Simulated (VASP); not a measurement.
# InH (Fm-3m) in VASP: a series of runs

Runs on InH. Level: PBE. Tasks: single point, relaxation of cell and atoms.

All numbers are computed with VASP 6.6.1; they aren't measurements. Logs are shortened: lines on timing, memory, paths and dates and some standing lists are left out, and cuts for length are marked.

### Step 1. The structure

Symmetry: Fm-3m, No. 225, cubic system. Conventional cell: a = 5.030 Å, b = 5.030 Å, c = 5.030 Å, α = 90.00°, β = 90.00°, γ = 90.00°. Around In (site symmetry m-3m) lie 6 H at 2.52 Å. H (site symmetry m-3m) has 6 In at 2.52 Å as nearest neighbours.

The cell was built by a generator and needn't be a form met in nature.

### Step 2. Single point, PBE

INCAR reads:

```
PREC = Accurate
ENCUT = 520
EDIFF = 1E-7
ISMEAR = -1
SIGMA = 0.1
LREAL = F
LASPH = T
NELM = 60
ALGO = Normal
ISIF = 2
LWAVE = F
LCHARG = F
GGA = PE
NBANDS = 14
```

KPOINTS reads:

```
regular mesh
0
Gamma
  11 11 11
```

POSCAR reads:

```
InH
1.0
    0.0000000000      2.5151021310      2.5151021310
    2.5151021310      0.0000000000      2.5151021310
    2.5151021310      2.5151021310      0.0000000000
In H
1 1
Direct
    0.0000000000      0.0000000000      0.0000000000
    0.5000000000      0.5000000000      0.5000000000
```

Potentials or basis: VASP PAW PBE potentials, release 64 (In_d, H).

The run is started by

```sh
cat potpaw_PBE.64/In_d/POTCAR potpaw_PBE.64/H/POTCAR > POTCAR
mpirun -np 1 vasp_std > vasp.out
```

OUTCAR:

```text
PREC = Accurate
   ENCUT = 520
   EDIFF = 1E-7
   ISMEAR = -1
   LREAL = F
   LASPH = T
   NELM = 60
   ISIF = 2
   GGA = PE

 ion  position               nearest neighbor table
   1  0.000  0.000  0.000-
   2  0.500  0.500  0.500-

  LATTYP: Found a face centered cubic cell.
 ALAT       =     5.0302042620

  Lattice vectors:

 A1 = (   0.0000000000,   2.5151021310,   2.5151021310)
 A2 = (   2.5151021310,   0.0000000000,   2.5151021310)
 A3 = (   2.5151021310,   2.5151021310,   0.0000000000)

Analysis of symmetry for initial positions (statically):
=====================================================================
 Subroutine PRICEL returns:
 Original cell was already a primitive cell.

 Routine SETGRP: Setting up the symmetry group for a
 face centered cubic supercell.

 Subroutine GETGRP returns: Found 48 space group operations
 (whereof 48 operations were pure point group operations)
 out of a pool of 48 trial point group operations.

The static configuration has the point symmetry O_h .

Analysis of symmetry for dynamics (positions and initial velocities):
=====================================================================
 Subroutine PRICEL returns:
 Original cell was already a primitive cell.

 Routine SETGRP: Setting up the symmetry group for a
 face centered cubic supercell.

 Subroutine GETGRP returns: Found 48 space group operations
 (whereof 48 operations were pure point group operations)
 out of a pool of 48 trial point group operations.

The dynamic configuration has the point symmetry O_h .

 Subroutine INISYM returns: Found 48 space group operations
 (whereof 48 operations are pure point group operations),
 and found     1 'primitive' translations

----------------------------------------------------------------------------------------

                                     Primitive cell

  volume of cell :      31.8198

  direct lattice vectors                    reciprocal lattice vectors
     0.000000000  2.515102131  2.515102131    -0.198799084  0.198799084  0.198799084
     2.515102131  0.000000000  2.515102131     0.198799084 -0.198799084  0.198799084
     2.515102131  2.515102131  0.000000000     0.198799084  0.198799084 -0.198799084

  length of vectors
     3.556891544  3.556891544  3.556891544     0.344330114  0.344330114  0.344330114

  position of ions in fractional coordinates (direct lattice)
     0.000000000  0.000000000  0.000000000
     0.500000000  0.500000000  0.500000000

  ion indices of the primitive-cell ions
   primitive index   ion index
                 1           1
                 2           2

----------------------------------------------------------------------------------------

 KPOINTS: regular mesh

Automatic generation of k-mesh.
 Grid dimensions read from file:
 generate k-points for:   11   11   11

 Generating k-lattice:

  Cartesian coordinates                     Fractional coordinates (reciprocal lattice)
    -0.018072644  0.018072644  0.018072644     0.090909091  0.000000000  0.000000000
     0.018072644 -0.018072644  0.018072644     0.000000000  0.090909091  0.000000000
     0.018072644  0.018072644 -0.018072644     0.000000000  0.000000000  0.090909091

  Length of vectors
     0.031302738  0.031302738  0.031302738

  Shift w.r.t. Gamma in fractional coordinates (k-lattice)
     0.000000000  0.000000000  0.000000000

 Subroutine IBZKPT returns following result:
 ===========================================

 Found     56 irreducible k-points:

 Following reciprocal coordinates:
            Coordinates               Weight
  0.000000  0.000000  0.000000      1.000000
  0.090909  0.000000  0.000000      8.000000
  0.181818  0.000000  0.000000      8.000000
  0.272727  0.000000  0.000000      8.000000
  0.363636  0.000000  0.000000      8.000000
  0.454545  0.000000  0.000000      8.000000
[... 16 lines left out ...]
 -0.272727  0.181818  0.000000     24.000000
 -0.181818  0.181818  0.000000     12.000000
 [... further k-points ...]
   k-points           NKPTS =     56   k-points in BZ     NKDIM =     56   number of bands    NBANDS=     14
   number of dos      NEDOS =    301   number of ions     NIONS =      2
   total plane-waves  NPLWV =  21952
   dimension x,y,z NGX =    28 NGY =   28 NGZ =   28
   dimension x,y,z NGXF=    56 NGYF=   56 NGZF=   56
   ions per type =               1   1
   NGX,Y,Z   is equivalent  to a cutoff of  13.09, 13.09, 13.09 a.u.
   NGXF,Y,Z  is equivalent  to a cutoff of  26.17, 26.17, 26.17 a.u.
 SYSTEM =  unknown system
   PREC   = accura    normal or accurate (medium, high low for compatibility)
   ISTART =      0    job   : 0-new  1-cont  2-samecut
   ICHARG =      2    charge: 1-file 2-atom 10-const
   ISPIN  =      1    spin polarized calculation?
   LNONCOLLINEAR =      F non collinear calculations
   LSORBIT =      F    spin-orbit coupling
   LASPH  =      T    aspherical Exc in radial PAW
   ENCUT  =  520.0 eV  38.22 Ry    6.18 a.u.   6.61  6.61  6.61*2*pi/ulx,y,z
   NELM   =     60;   NELMIN=  2; NELMDL= -5     # of ELM steps
   EDIFF  = 0.1E-06   stopping-criterion for ELM
   LREAL  =      F    real-space projection
   EDIFFG = 0.1E-05   stopping-criterion for IOM
   NSW    =      0    number of steps for IOM
   IBRION =     -1    ionic relax: 0-MD 1-quasi-New 2-CG
   NFREE  =      0    steps in history (QN), initial steepest desc. (CG)
   ISIF   =      2    stress and relaxation
   ISYM   =      2    0-nonsym 1-usesym 2-fastsym
   POTIM  = 0.5000    time-step for ionic-motion
   TEBEG  =    0.0;   TEEND  =   0.0 temperature during run
   PSTRESS=    0.0 pullay stress
   NELECT =      14.0000    total number of electrons
   NUPDOWN=      -1.0000    fix difference up-down
   EMIN   =  10.00;   EMAX   =-10.00  energy-range for DOS
   EFERMI =   0.00;   METHOD = LEGACY
   ISMEAR =    -1;   SIGMA  =   0.10  broadening in eV -4-tet -1-fermi 0-gaus
   EFERMI_NEDOS =   21; number of points for ismear=-14 and -15
   IALGO  =     38    algorithm
   IMIX   =      4    mixing-type and parameters
     AMIX     =   0.40;   BMIX     =  1.00
     AMIX_MAG =   1.60;   BMIX_MAG =  1.00
  volume/ion in A,a.u.               =      15.91       107.37
  Fermi-wavevector in a.u.,A,eV,Ry     =   1.245141  2.352975 21.094149  1.550376
  Thomas-Fermi vector in A             =   2.379377
   LORBIT       =      0    0 simple, 1 ext, 2 COOP (PROOUT), +10 PAW based schemes
   GGA     = PE    functional components
   LHFCALC =     F    Hartree Fock is set to
   AEXX    =    0.0000 exact exchange contribution
   IVDW    =     0    specifies the selected vdW correction
   LEPSILON=     F    determine dielectric tensor
   LRPA    =     F    only Hartree local field effects (RPA)
 non-spin polarized calculation
  energy-cutoff  :      520.00
  volume of cell :       31.82
 maximum number of plane-waves:       881
   NGX = 13   NGY = 13   NGZ = 13

 number of electron      13.9999994 magnetization

 Free energy of the ion-electron system (eV)
  ---------------------------------------------------
  ext. energy  EPLUGINS =         0.00000000
  ---------------------------------------------------
  free energy    TOTEN  =        -4.97673960 eV

  energy without entropy =       -4.95939746  energy(sigma->0) =       -4.96806853

 E-fermi :   6.0811     XC(G=0):  -9.9263

 val. band max:        5.9256128776   @ k =  -0.2727   0.3636   0.0909
 cond. band min:       6.0815031844   @ k =  -0.1818   0.1818   0.0000
 fundamental gap:      0.1558903068
 Fermi energy:         6.0810731786

 k-point     1 :       0.0000    0.0000    0.0000
  band No.  band energies     occupation
      1      -8.4233      2.00000
      2      -8.4233      2.00000
      3      -8.4233      2.00000
      4      -8.3176      2.00000
      5      -8.3176      2.00000
      6      -3.6512      2.00000
      7       9.5551      0.00000
      8      14.1883      0.00000
      9      14.1883      0.00000
     10      14.1883      0.00000
     11      17.0209      0.00000
     12      18.1769      0.00000
     13      18.1769      0.00000
     14      18.1769      0.00000

 k-point     2 :       0.0909    0.0000    0.0000
  band No.  band energies     occupation
      1      -8.4240      2.00000
      2      -8.4151      2.00000
      3      -8.4151      2.00000
      4      -8.3186      2.00000
      5      -8.3186      2.00000
      6      -3.4988      2.00000
      7       9.0556      0.00000
      8      13.4472      0.00000
      9      14.0120      0.00000
     10      14.0120      0.00000
     11      16.6060      0.00000
     12      18.5876      0.00000
     13      18.5876      0.00000
     14      19.9581      0.00000

 k-point     3 :       0.1818    0.0000    0.0000
  band No.  band energies     occupation
      1      -8.4268      2.00000
      2      -8.4004      2.00000
      3      -8.4004      2.00000
      4      -8.3136      2.00000
      5      -8.3136      2.00000
      6      -3.0399      2.00000
      7       7.6673      0.00000
      8      12.2139      0.00000
      9      13.6458      0.00000
     10      13.6458      0.00000
     11      16.9199      0.00000
     12      18.5861      0.00000
     13      18.5861      0.00000
     14      19.6656      0.00000
[... 324 lines left out ...]
 k-point    23 :      -0.2727    0.1818    0.0000
  band No.  band energies     occupation
      1      -8.4211      2.00000
      2      -8.4086      2.00000
      3      -8.3614      2.00000
      4      -8.3049      2.00000
      5      -8.2709      2.00000
      6      -1.0395      2.00000
      7       4.6720      2.00000
      8       8.3552      0.00000
      9      11.5202      0.00000
     10      13.0021      0.00000
     11      17.7079      0.00000
     12      17.7677      0.00000
     13      19.3023      0.00000
     14      20.3634      0.00000

 k-point    24 :      -0.1818    0.1818    0.0000
  band No.  band energies     occupation
      1      -8.4216      2.00000
      2      -8.4020      2.00000
      3      -8.3547      2.00000
      4      -8.3452      2.00000
      5      -8.2757      2.00000
      6      -2.0104      2.00000
      7       6.0815      0.99785
      8       9.3048      0.00000
      9      12.1651      0.00000
     10      14.0557      0.00000
     11      17.2805      0.00000
     12      17.8037      0.00000
     13      18.1071      0.00000
     14      19.2621      0.00000

 [... further k-points ...]

------------------------ aborting loop because EDIFF is reached ----------------------------------------

  FORCE on cell =-STRESS in cart. coord.  units (eV):
  Direction    XX          YY          ZZ          XY          YZ          ZX
  --------------------------------------------------------------------------------------
  -------------------------------------------------------------------------------------
  Total       -0.0134483     -0.0134483     -0.0134483      0.0000000      0.0000000      0.0000000
  in kB       -0.6771451     -0.6771451     -0.6771451      0.0000000      0.0000000      0.0000000
  external PRESSURE =      -0.6771451 kB  Pullay stress =       0.0000000 kB

 VOLUME and BASIS-vectors are now :
 -----------------------------------------------------------------------------
  energy-cutoff  :      520.00
  volume of cell :       31.82
      direct lattice vectors                 reciprocal lattice vectors
     0.000000000  2.515102131  2.515102131    -0.198799084  0.198799084  0.198799084
     2.515102131  0.000000000  2.515102131     0.198799084 -0.198799084  0.198799084
     2.515102131  2.515102131  0.000000000     0.198799084  0.198799084 -0.198799084

 POSITION                                       TOTAL-FORCE (eV/Angst)
 -----------------------------------------------------------------------------------
      0.00000      0.00000      0.00000         0.000000      0.000000      0.000000
      2.51510      2.51510      2.51510        -0.000000     -0.000000     -0.000000
 -----------------------------------------------------------------------------------
    total drift:                               -0.000000     -0.000000     -0.000000

  FREE ENERGIE OF THE ION-ELECTRON SYSTEM (eV)
  ---------------------------------------------------
  free  energy   TOTEN  =        -4.9767396032 eV

  energy  without entropy=       -4.9593974586  energy(sigma->0) =       -4.96806853
```

It took 12 s on 1 thread of Intel Xeon 6975P-C (Granite Rapids), shared host; peak memory 0.16 GiB.

What came out:

- Free energy: -4.9767 eV
- Pressure: -0.1 GPa
- Band gap on the k mesh: none (metal or under the smearing width)

### Step 3. Relaxation of cell and atoms, PBE

This run uses another cell than the first one, of 16.89 Å³/atom, 1.062 times its volume.

INCAR reads:

```
SYSTEM = InH
ALGO = Normal
EDIFF = 1E-7
EDIFFG = -0.01
ENCUT = 600
GGA = PE
IBRION = 2
ISIF = 3
ISMEAR = -1
LASPH = .True.
LCHARG = .False.
LREAL = .False.
LWAVE = .False.
NELM = 100
NSW = 80
PREC = Accurate
SIGMA = 0.1
```

KPOINTS reads:

```
k-points
0
Gamma
  11 11 11
  0 0 0
```

POSCAR reads:

```
InH
1.0
    0.0000000000      2.5656440000      2.5656440000
    2.5656440000      0.0000000000      2.5656440000
    2.5656440000      2.5656440000      0.0000000000
In H
1 1
Direct
    0.0000000000      0.0000000000      0.0000000000
    0.5000000000      0.5000000000      0.5000000000
```

Potentials or basis: VASP PAW PBE potentials, release 64 (In_d, H).

The run is started by

```sh
cat potpaw_PBE.64/In_d/POTCAR potpaw_PBE.64/H/POTCAR > POTCAR
mpirun -np 1 vasp_std > vasp.out
```

Run time: 40 s. Hardware: 1 thread of Intel Xeon 6975P-C (Granite Rapids), shared host; peak memory 0.19 GiB.

Results (log left out):

| Property | Result |
| --- | --- |
| Free energy | -4.9772 eV |
| Relaxed volume | 15.92 Å³/atom |
| Relaxed cell | a = 3.558 Å, b = 3.558 Å, c = 3.558 Å, α = 60.00°, β = 60.00°, γ = 60.00° |
| Space group after relaxing (to 0.05 Å) | Fm-3m (No. 225) |
| Energy gained by relaxing | 5.4 meV/atom |
| Ionic steps | 4 |
| Pressure after relaxing | 0.0 GPa |
| Band gap on the k mesh | none (metal or under the smearing width) |

Step by step:
```
step  energy change (eV)  largest force (eV/Å)  pressure (GPa)  volume (Å³)
   1              0.0000                0.0000           -1.67        33.78
   2             -0.0072                0.0000           -1.02        32.92
   3             -0.0107                0.0000           -0.14        31.99
   4             -0.0108                0.0000            0.00        31.84
```

Final structure:
```cif
data_structure
_symmetry_space_group_name_H-M 'P 1'
_symmetry_Int_Tables_number 1
_cell_length_a 3.5577
_cell_length_b 3.5577
_cell_length_c 3.5577
_cell_angle_alpha 60.000
_cell_angle_beta 60.000
_cell_angle_gamma 60.000
_cell_volume 31.84
loop_
_atom_site_label
_atom_site_type_symbol
_atom_site_fract_x
_atom_site_fract_y
_atom_site_fract_z
_atom_site_occupancy
In1 In 0.00000 0.00000 0.00000 1
H1 H 0.50000 0.50000 0.50000 1
```

Levels at points of the mesh, in eV from the Fermi level:
```
           k point  band 5  band 6  band 7  band 8  band 9  band 10
(0.00, 0.00, 0.00)  -14.40   -9.73    3.47    8.10    8.10     8.10
```
